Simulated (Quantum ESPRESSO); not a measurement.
# Ta (Cmcm) in Quantum ESPRESSO: notebook

One crystal, Ta, is run at these levels: PBEsol; tasks: relaxation of the atoms.

Program: Quantum ESPRESSO 7.5. These are calculated values, not measurements. Logs are shortened: lines on timing, memory, paths and dates and some standing lists are left out, and cuts for length are marked.

### 1 The structure

It takes space group Cmcm (No. 63, orthorhombic). The conventional cell has a = 2.784 Å, b = 5.024 Å, c = 5.166 Å, α = 90.00°, β = 90.00°, γ = 90.00°. Ta (site symmetry m2m) is surrounded by 12 Ta at 2.78 to 3.08 Å.

This isn't the form of Ta at room conditions, which is bcc.

### 2 Relaxation of the atoms, PBEsol, 18.07 Å³/atom

The input, pw.in:

```
&CONTROL
  calculation = 'relax'
  prefix = 'pwscf'
  outdir = './tmp'
  pseudo_dir = './pseudo'
  tprnfor = .true.
  tstress = .true.
  disk_io = 'low'
  nstep = 40
  forc_conv_thr = 0.0004
  etot_conv_thr = 1d-05
/
&SYSTEM
  ibrav = 0
  nat = 2
  ntyp = 1
  ecutwfc = 56
  ecutrho = 448
  nbnd = 20
  occupations = 'smearing'
  smearing = 'fd'
  degauss = 0.00367493
/
&ELECTRONS
  conv_thr = 4d-10
  electron_maxstep = 120
  mixing_beta = 0.5
/
&IONS
  ion_dynamics = 'bfgs'
/
ATOMIC_SPECIES
Ta   180.9479 ta_pbesol_v1.uspp.F.UPF
CELL_PARAMETERS angstrom
   2.7843571897    0.0000000000    0.0000000000
  -1.3921785948    2.5117958953    0.0000000000
   0.0000000000    0.0000000000    5.1662740000
ATOMIC_POSITIONS angstrom
Ta    -0.0000000001    1.6745305970    1.2915685000
Ta     1.3921785950    0.8372652983    3.8747055000
K_POINTS automatic
11 11 5 0 0 0
```

Potentials or basis: GBRV 1.5 PBEsol.

Command:

```sh
OMP_NUM_THREADS=1 mpirun -n 2 pw.x -nk 2 -in pw.in > pw.out
```

pw.out:

```text
This program is part of the open-source Quantum ESPRESSO suite
     for quantum simulation of materials; please cite
         "P. Giannozzi et al., J. Phys.:Condens. Matter 21 395502 (2009);
         "P. Giannozzi et al., J. Phys.:Condens. Matter 29 465901 (2017);
         "P. Giannozzi et al., J. Chem. Phys. 152 154105 (2020);
     in publications or presentations arising from this work. More details at

     Message from routine setup:
     using ibrav=0 with symmetry is DISCOURAGED, use correct ibrav instead

     K-points division:     npool     =       2
     Subspace diagonalization in iterative solution of the eigenvalue problem:
     a serial algorithm will be used

     G-vector sticks info
     --------------------
     sticks:   dense  smooth     PW     G-vecs:    dense   smooth      PW
     Sum         895     439    139                39015    13785    2397

     Using Slab Decomposition

     bravais-lattice index     =            0
     lattice parameter (alat)  =       5.2617  a.u.
     unit-cell volume          =     243.8279 (a.u.)^3
     number of atoms/cell      =            2
     number of atomic types    =            1
     number of electrons       =        26.00
     number of Kohn-Sham states=           20
     kinetic-energy cutoff     =      56.0000  Ry
     charge density cutoff     =     448.0000  Ry
     scf convergence threshold =      4.0E-10
     mixing beta               =       0.5000
     number of iterations used =            8  plain     mixing
     energy convergence thresh.=      1.0E-05
     force convergence thresh. =      4.0E-04
     Exchange-correlation= SLA  PW   PSX  PSC
                           (   1   4  10   8   0   0   0)
     nstep                     =           40

     celldm(1)=   5.261673  celldm(2)=   0.000000  celldm(3)=   0.000000
     celldm(4)=   0.000000  celldm(5)=   0.000000  celldm(6)=   0.000000

     crystal axes: (cart. coord. in units of alat)
               a(1) = (   1.000000   0.000000   0.000000 )
               a(2) = (  -0.500000   0.902110   0.000000 )
               a(3) = (   0.000000   0.000000   1.855464 )

     reciprocal axes: (cart. coord. in units 2 pi/alat)
               b(1) = (  1.000000  0.554256 -0.000000 )
               b(2) = (  0.000000  1.108513  0.000000 )
               b(3) = (  0.000000 -0.000000  0.538949 )

     PseudoPot. # 1 for Ta read from file:
     ta_pbesol_v1.uspp.F.UPF
     Pseudo is Ultrasoft + core correction, Zval = 13.0
     Generated by new atomic code, or converted to UPF format
     Using radial grid of  921 points,  7 beta functions with:
                l(1) =   0
                l(2) =   0
                l(3) =   1
                l(4) =   1
                l(5) =   2
                l(6) =   2
                l(7) =   3
     Q(r) pseudized with  6 coefficients,  rinner =    1.300   1.300   1.300
                                                       1.300   1.300   1.300
                                                       1.300

     atomic species   valence    mass     pseudopotential
     Ta               13.00   180.94790     Ta( 1.00)

      8 Sym. Ops., with inversion, found ( 4 have fractional translation)

   Cartesian axes

     site n.     atom                  positions (alat units)
         1        Ta     tau(   1) = (  -0.0000000   0.6014065   0.4638660  )
         2        Ta     tau(   2) = (   0.5000000   0.3007033   1.3915979  )

     number of k points=   108  Fermi-Dirac smearing, width (Ry)=  0.0037

     Number of k-points >= 100: set verbosity='high' to print them.

     Dense  grid:    39015 G-vectors     FFT dimensions: (  36,  40,  72)

     Smooth grid:    13785 G-vectors     FFT dimensions: (  25,  25,  48)

     Initial potential from superposition of free atoms

     starting charge      25.9980, renormalised to      26.0000

     negative rho (up, down):  1.847E-01 0.000E+00
     Starting wfcs are   26 randomized atomic wfcs

     Self-consistent Calculation

     iteration #  1     ecut=    56.00 Ry     beta= 0.50
     Davidson diagonalization with overlap
     ethr =  1.00E-02,  avg # of iterations =  2.1

     Threshold (ethr) on eigenvalues was too large:
     Diagonalizing with lowered threshold

     Davidson diagonalization with overlap
     ethr =  1.64E-04,  avg # of iterations =  2.6

     negative rho (up, down):  1.891E-01 0.000E+00

     total energy              =    -283.46217228 Ry
     estimated scf accuracy    <       0.04837254 Ry

     iteration #  2     ecut=    56.00 Ry     beta= 0.50
     Davidson diagonalization with overlap
     ethr =  1.86E-04,  avg # of iterations =  2.0

     negative rho (up, down):  1.929E-01 0.000E+00

     total energy              =    -283.46436502 Ry
     estimated scf accuracy    <       0.00461256 Ry

     iteration #  3     ecut=    56.00 Ry     beta= 0.50
     Davidson diagonalization with overlap
     ethr =  1.77E-05,  avg # of iterations =  2.2
[... 33 lines left out ...]
     iteration #  7     ecut=    56.00 Ry     beta= 0.50
     Davidson diagonalization with overlap
     ethr =  3.34E-11,  avg # of iterations =  2.0

     negative rho (up, down):  1.947E-01 0.000E+00

     total energy              =    -283.46489477 Ry
     estimated scf accuracy    <          3.2E-09 Ry

     iteration #  8     ecut=    56.00 Ry     beta= 0.50
     Davidson diagonalization with overlap
     ethr =  1.23E-11,  avg # of iterations =  2.0

     negative rho (up, down):  1.947E-01 0.000E+00

     End of self-consistent calculation

     Number of k-points >= 100: set verbosity='high' to print the bands.

     the Fermi energy is    18.7758 ev

!    total energy              =    -283.46489477 Ry
     estimated scf accuracy    <          6.3E-11 Ry
     smearing contrib. (-TS)   =      -0.00122630 Ry
     internal energy E=F+TS    =    -283.46366847 Ry

     The total energy is F=E-TS. E is the sum of the following terms:
     one-electron contribution =     -31.67537281 Ry
     hartree contribution      =      28.77447540 Ry
     xc contribution           =     -84.06622497 Ry
     ewald contribution        =    -196.49654609 Ry

     convergence has been achieved in   8 iterations

     negative rho (up, down):  1.947E-01 0.000E+00

     Forces acting on atoms (cartesian axes, Ry/au):

     atom    1 type  1   force =     0.00000000    0.00635514    0.00000000
     atom    2 type  1   force =     0.00000000   -0.00635514    0.00000000

     Total force =     0.008988     Total SCF correction =     0.000001

     Computing stress (Cartesian axis) and pressure

     negative rho (up, down):  1.947E-01 0.000E+00
          total   stress  (Ry/bohr**3)                   (kbar)     P=        7.90
   0.00032679  -0.00000000   0.00000000           48.07       -0.00        0.00
  -0.00000000   0.00002842   0.00000000           -0.00        4.18        0.00
   0.00000000  -0.00000000  -0.00019402            0.00       -0.00      -28.54

     BFGS Geometry Optimization
     Energy error            =      8.1E-05 Ry
     Gradient error          =      6.4E-03 Ry/Bohr

     number of scf cycles    =   1
     number of bfgs steps    =   0

     energy             new  =    -283.4648947727 Ry

     new trust radius        =       0.0063551385 bohr
     new conv_thr            =       0.0000000004 Ry

ATOMIC_POSITIONS (angstrom)
Ta              -0.0000000001        1.6778935915        1.2915685000
Ta               1.3921785950        0.8339023038        3.8747055000

     NEW-OLD atomic charge density approx. for the potential

     negative rho (up, down):  1.950E-01 0.000E+00

     Self-consistent Calculation

     iteration #  1     ecut=    56.00 Ry     beta= 0.50
     Davidson diagonalization with overlap
     ethr =  1.00E-06,  avg # of iterations =  3.0

     Threshold (ethr) on eigenvalues was too large:
     Diagonalizing with lowered threshold

     Davidson diagonalization with overlap
     ethr =  6.51E-09,  avg # of iterations =  2.4

     negative rho (up, down):  1.950E-01 0.000E+00

     total energy              =    -283.46497655 Ry
     estimated scf accuracy    <       0.00000174 Ry

     iteration #  2     ecut=    56.00 Ry     beta= 0.50
     Davidson diagonalization with overlap
     ethr =  6.70E-09,  avg # of iterations =  1.0

     negative rho (up, down):  1.950E-01 0.000E+00

     total energy              =    -283.46497658 Ry
     estimated scf accuracy    <       0.00000029 Ry

[... 60 further cycles ...]
     iteration #  2     ecut=    56.00 Ry     beta= 0.50
     Davidson diagonalization with overlap
     ethr =  2.65E-07,  avg # of iterations =  1.2

     negative rho (up, down):  1.966E-01 0.000E+00

     total energy              =    -283.46783489 Ry
     estimated scf accuracy    <       0.00000969 Ry

     iteration #  3     ecut=    56.00 Ry     beta= 0.50
     Davidson diagonalization with overlap
     ethr =  3.73E-08,  avg # of iterations =  1.1

     negative rho (up, down):  1.966E-01 0.000E+00

     total energy              =    -283.46783534 Ry
     estimated scf accuracy    <       0.00000055 Ry

     iteration #  4     ecut=    56.00 Ry     beta= 0.50
     Davidson diagonalization with overlap
     ethr =  2.11E-09,  avg # of iterations =  1.2
[... 6 lines left out ...]
     iteration #  5     ecut=    56.00 Ry     beta= 0.50
     Davidson diagonalization with overlap
     ethr =  1.36E-11,  avg # of iterations =  2.7

     negative rho (up, down):  1.966E-01 0.000E+00

     total energy              =    -283.46783536 Ry
     estimated scf accuracy    <          1.5E-10 Ry

     iteration #  6     ecut=    56.00 Ry     beta= 0.50
     Davidson diagonalization with overlap
     ethr =  5.68E-13,  avg # of iterations =  2.0

     negative rho (up, down):  1.966E-01 0.000E+00

     End of self-consistent calculation

     Number of k-points >= 100: set verbosity='high' to print the bands.

     the Fermi energy is    18.7734 ev

!    total energy              =    -283.46783536 Ry
     estimated scf accuracy    <          5.0E-12 Ry
     smearing contrib. (-TS)   =      -0.00139221 Ry
     internal energy E=F+TS    =    -283.46644315 Ry

     The total energy is F=E-TS. E is the sum of the following terms:
     one-electron contribution =     -31.72786172 Ry
     hartree contribution      =      28.78761876 Ry
     xc contribution           =     -84.06667357 Ry
     ewald contribution        =    -196.45952661 Ry

     convergence has been achieved in   6 iterations

     negative rho (up, down):  1.966E-01 0.000E+00

     Forces acting on atoms (cartesian axes, Ry/au):

     atom    1 type  1   force =     0.00000000    0.00017318    0.00000000
     atom    2 type  1   force =     0.00000000   -0.00017318    0.00000000

     Total force =     0.000245     Total SCF correction =     0.000000

     Computing stress (Cartesian axis) and pressure

     negative rho (up, down):  1.966E-01 0.000E+00
          total   stress  (Ry/bohr**3)                   (kbar)     P=        6.46
   0.00004801  -0.00000000   0.00000000            7.06       -0.00        0.00
  -0.00000000   0.00046774   0.00000000           -0.00       68.81        0.00
   0.00000000   0.00000000  -0.00038408            0.00        0.00      -56.50

     Energy error            =      1.0E-04 Ry
     Gradient error          =      1.7E-04 Ry/Bohr

     number of scf cycles    =  14
     number of bfgs steps    =  12

     energy             old  =    -283.4677356038 Ry
     energy             new  =    -283.4678353640 Ry

     CASE: energy            _new < energy            _old

     new trust radius        =       0.0024876314 bohr
     new conv_thr            =            4.0E-12 Ry

ATOMIC_POSITIONS (angstrom)
Ta              -0.0000000001        1.8239778001        1.2915685000
Ta               1.3921785950        0.6878180952        3.8747055000

     NEW-OLD atomic charge density approx. for the potential

     negative rho (up, down):  1.965E-01 0.000E+00

     Self-consistent Calculation

     iteration #  1     ecut=    56.00 Ry     beta= 0.50
     Davidson diagonalization with overlap
     ethr =  1.00E-06,  avg # of iterations =  2.4

     Threshold (ethr) on eigenvalues was too large:
     Diagonalizing with lowered threshold

     Davidson diagonalization with overlap
     ethr =  7.99E-10,  avg # of iterations =  3.3

     negative rho (up, down):  1.965E-01 0.000E+00

     total energy              =    -283.46783570 Ry
     estimated scf accuracy    <       0.00000022 Ry

     iteration #  2     ecut=    56.00 Ry     beta= 0.50
     Davidson diagonalization with overlap
     ethr =  8.54E-10,  avg # of iterations =  1.0

     negative rho (up, down):  1.965E-01 0.000E+00

     total energy              =    -283.46783571 Ry
     estimated scf accuracy    <       0.00000003 Ry

     iteration #  3     ecut=    56.00 Ry     beta= 0.50
     Davidson diagonalization with overlap
     ethr =  1.19E-10,  avg # of iterations =  1.0
[... 6 lines left out ...]
     iteration #  4     ecut=    56.00 Ry     beta= 0.50
     Davidson diagonalization with overlap
     ethr =  6.78E-12,  avg # of iterations =  1.1

     negative rho (up, down):  1.965E-01 0.000E+00

     total energy              =    -283.46783571 Ry
     estimated scf accuracy    <          1.1E-11 Ry

     iteration #  5     ecut=    56.00 Ry     beta= 0.50
     Davidson diagonalization with overlap
     ethr =  1.00E-13,  avg # of iterations =  2.0

     negative rho (up, down):  1.965E-01 0.000E+00

     End of self-consistent calculation

     Number of k-points >= 100: set verbosity='high' to print the bands.

     the Fermi energy is    18.7740 ev

!    total energy              =    -283.46783571 Ry
     estimated scf accuracy    <          6.1E-13 Ry
     smearing contrib. (-TS)   =      -0.00138771 Ry
     internal energy E=F+TS    =    -283.46644800 Ry

     The total energy is F=E-TS. E is the sum of the following terms:
     one-electron contribution =     -31.73003425 Ry
     hartree contribution      =      28.78860342 Ry
     xc contribution           =     -84.06674040 Ry
     ewald contribution        =    -196.45827678 Ry

     convergence has been achieved in   5 iterations

     negative rho (up, down):  1.965E-01 0.000E+00

     Forces acting on atoms (cartesian axes, Ry/au):

     atom    1 type  1   force =     0.00000000   -0.00003345    0.00000000
     atom    2 type  1   force =     0.00000000    0.00003345    0.00000000

     Total force =     0.000047     Total SCF correction =     0.000001

     Computing stress (Cartesian axis) and pressure

     negative rho (up, down):  1.965E-01 0.000E+00
          total   stress  (Ry/bohr**3)                   (kbar)     P=        6.45
   0.00004719  -0.00000000   0.00000000            6.94       -0.00        0.00
  -0.00000000   0.00047015   0.00000000           -0.00       69.16        0.00
   0.00000000   0.00000000  -0.00038581            0.00        0.00      -56.75

     Energy error            =      3.5E-07 Ry
     Gradient error          =      3.3E-05 Ry/Bohr

     bfgs converged in  15 scf cycles and  13 bfgs steps
     (criteria: energy <  1.0E-05 Ry, force <  4.0E-04 Ry/Bohr)

     End of BFGS Geometry Optimization

     Final energy             =    -283.4678357097 Ry

Begin final coordinates

ATOMIC_POSITIONS (angstrom)
Ta              -0.0000000001        1.8239778001        1.2915685000
Ta               1.3921785950        0.6878180952        3.8747055000
End final coordinates

=------------------------------------------------------------------------------=
   JOB DONE.
=------------------------------------------------------------------------------=
```

Run time: 4.1 min. Hardware: 2 MPI ranks of Arm Neoverse V1, shared host; peak memory 0.42 GiB.

Results:

* Free energy: -3856.7764 eV
* Energy gained by relaxing: 20.0 meV/atom
* Ionic steps: 15
* Pressure after relaxing: 0.6 GPa
* Band gap on the k mesh: none (metal or under the smearing width)

### 3 Relaxation of the atoms, PBEsol, 18.44 Å³/atom

The input, pw.in:

```
&CONTROL
  calculation = 'relax'
  prefix = 'pwscf'
  outdir = './tmp'
  pseudo_dir = './pseudo'
  tprnfor = .true.
  tstress = .true.
  disk_io = 'low'
  nstep = 40
  forc_conv_thr = 0.0004
  etot_conv_thr = 1d-05
/
&SYSTEM
  ibrav = 0
  celldm(1) = 8
  nat = 2
  ntyp = 1
  ecutwfc = 56
  ecutrho = 448
  nbnd = 20
  occupations = 'smearing'
  smearing = 'fd'
  degauss = 0.00367493
/
&ELECTRONS
  conv_thr = 4d-10
  electron_maxstep = 120
  mixing_beta = 0.5
/
&IONS
  ion_dynamics = 'bfgs'
/
ATOMIC_SPECIES
Ta   180.9479 ta_pbesol_v1.uspp.F.UPF
CELL_PARAMETERS alat
  0.6714113373877   0.0000000000000   0.0000000000000
 -0.3357056687057   0.5933257903845   0.0000000000000
  0.0000000000000   0.0000000000000   1.2203553680969
ATOMIC_POSITIONS crystal
Ta     0.3333333333    0.6666666667    0.2500000000
Ta     0.6666666667    0.3333333333    0.7500000000
K_POINTS automatic
11 11 5 0 0 0
```

Potentials or basis: GBRV 1.5 PBEsol.

Command:

```sh
OMP_NUM_THREADS=1 mpirun -n 2 pw.x -nk 2 -in pw.in > pw.out
```

Wall time 6.9 min (2 MPI ranks of Arm Neoverse V1, shared host); peak memory 0.42 GiB.

It converged, with:

```
Free energy               : -3856.7659 eV
Energy gained by relaxing : 11.5 meV/atom
Ionic steps               : 25
Pressure after relaxing   : -3.4 GPa
Band gap on the k mesh    : none (metal or under the smearing width)
```
